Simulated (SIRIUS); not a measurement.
A run of SIRIUS 7.12.0:

run.py

```python
import json, subprocess
import numpy as np
from ase import Atoms
from ase.io import read
from ase.calculators.calculator import Calculator, all_changes
from ase.units import Bohr, Hartree, GPa
from ase.calculators.mixing import SumCalculator
from dftd3.ase import DFTD3
from ase.optimize import BFGS
from ase.filters import FrechetCellFilter

class Sirius(Calculator):
    """Writes sirius.json, runs sirius.scf and reads out.json."""
    implemented_properties = ["energy", "free_energy", "forces", "stress", "magmom"]

    def __init__(self, config, files):
        super().__init__()
        self.config, self.files, self.calls = config, files, 0

    def calculate(self, atoms=None, properties=["energy"], system_changes=all_changes):
        super().calculate(atoms, properties, system_changes)
        symbols = atoms.get_chemical_symbols()
        types = list(dict.fromkeys(symbols))
        order = [i for t in types for i, s in enumerate(symbols) if s == t]
        frac = atoms.get_scaled_positions(wrap=False)
        m = atoms.get_initial_magnetic_moments()
        m = m if m.ndim == 2 else np.c_[0 * m, 0 * m, m]
        spin = self.config["parameters"]["num_mag_dims"] > 0
        rows = {t: [list(frac[i]) + (list(m[i]) if spin else []) for i in order if symbols[i] == t] for t in types}
        cell = {"lattice_vectors": (atoms.cell[:] / Bohr).tolist(), "atom_types": types, "atom_files": self.files, "atoms": rows}
        json.dump({**self.config, "unit_cell": cell}, open("sirius.json", "w"), indent=1)
        self.calls += 1
        with open(f"sirius_{self.calls:03d}.out", "w") as log:
            subprocess.run(["sirius.scf", "--input=sirius.json", "--output=out.json"], stdout=log, stderr=subprocess.STDOUT, check=True)
        gs = json.load(open("out.json"))["ground_state"]
        if not gs["converged"]:
            raise RuntimeError("SCF did not converge")
        self.results = {"energy": gs["energy"]["free"] * Hartree, "free_energy": gs["energy"]["free"] * Hartree}
        if "forces" in gs:
            f = np.zeros((len(atoms), 3))
            f[order] = np.array(gs["forces"]) * Hartree / Bohr
            self.results["forces"] = f
        if "stress" in gs:
            s = np.array(gs["stress"]) * Hartree / Bohr**3
            self.results["stress"] = s.flat[[0, 4, 8, 5, 2, 1]]
        if spin:
            self.results["magmom"] = gs["magnetisation"]["total"][2]

atoms = read("POSCAR")

config = {
    "control": {
        "processing_unit": 'cpu',
        "verbosity": 1,
        "print_forces": True,
        "print_stress": True,
    },
    "parameters": {
        "electronic_structure_method": 'pseudopotential',
        "xc_functionals": ['XC_GGA_X_PBE_SOL', 'XC_GGA_C_PBE_SOL'],
        "gk_cutoff": 8.8,
        "pw_cutoff": 17.6,
        "ngridk": [5, 5, 4],
        "shiftk": [0, 0, 0],
        "smearing": 'fermi_dirac',
        "smearing_width": 0.0018374661,
        "num_bands": 16,
        "num_mag_dims": 0,
        "num_dft_iter": 100,
        "energy_tol": 1e-08,
        "density_tol": 1e-06,
    },
    "iterative_solver": {
        "type": 'davidson',
        "min_tolerance": 1e-10,
    },
    "mixer": {
        "type": 'anderson',
        "beta": 0.7,
        "max_history": 8,
    },
    "settings": {
        "tol_ne": 1e-10,
        "pseudo_grid_cutoff": 6.5,
    },
}
dft = Sirius(config, {'Hf': 'Hf.json', 'B': 'B.json'})
atoms.calc = SumCalculator([dft, DFTD3(method="pbesol", damping="d3bj")])
results = {"symbols": atoms.get_chemical_symbols(), "cell": atoms.cell[:].tolist(), "frac": atoms.get_scaled_positions(wrap=False).tolist(), "steps": []}

def note():
    results["steps"].append({"energy": atoms.get_potential_energy(), "cell": atoms.cell[:].tolist(), "positions": atoms.positions.tolist(),
                             "forces": atoms.get_forces().tolist(), "stress": atoms.get_stress().tolist()})
    json.dump(results, open("results.json", "w"))

opt = BFGS(FrechetCellFilter(atoms, scalar_pressure=0.0 * GPa))
opt.attach(note)
results["converged"] = bool(opt.run(fmax=0.02, steps=30))
print("converged:", results["converged"])
print("cell parameters:", atoms.cell.cellpar().round(5))
print("volume per atom (A^3):", round(atoms.get_volume() / len(atoms), 4))
print(atoms.get_scaled_positions().round(6))
json.dump(results, open("results.json", "w"))
```

The input POSCAR:

```
HfB2
1.0
    3.1400000000      0.0000000000      0.0000000000
   -1.5700000000      2.7193197679      0.0000000000
    0.0000000000      0.0000000000      3.4800000000
Hf B
1 2
Direct
    0.0000000000      0.0000000000      0.0000000000
    0.6666666667      0.3333333333      0.5000000000
    0.3333333333      0.6666666667      0.5000000000
```

Potentials or basis: PseudoDojo 0.4.1 PBE standard (scalar relativistic).

The run is started by

```sh
$ upf_to_json Hf.upf
$ upf_to_json B.upf
$ OMP_NUM_THREADS=1 python run.py
```

Hardware: 1 thread of Intel(R) Xeon(R) Platinum 8259CL CPU @ 2.50GHz (Skylake/Cascade Lake), with other jobs on the host.

Task: How long does it take, and how much memory?

Result: Run time: 2 min on 1 thread of Intel(R) Xeon(R) Platinum 8259CL CPU @ 2.50GHz (Skylake/Cascade Lake) (shared host), peak memory 0.2 GiB. Counts: scf iterations 20, k points 15, plane waves 2305, bands 16, ion steps 6, scf runs 6.
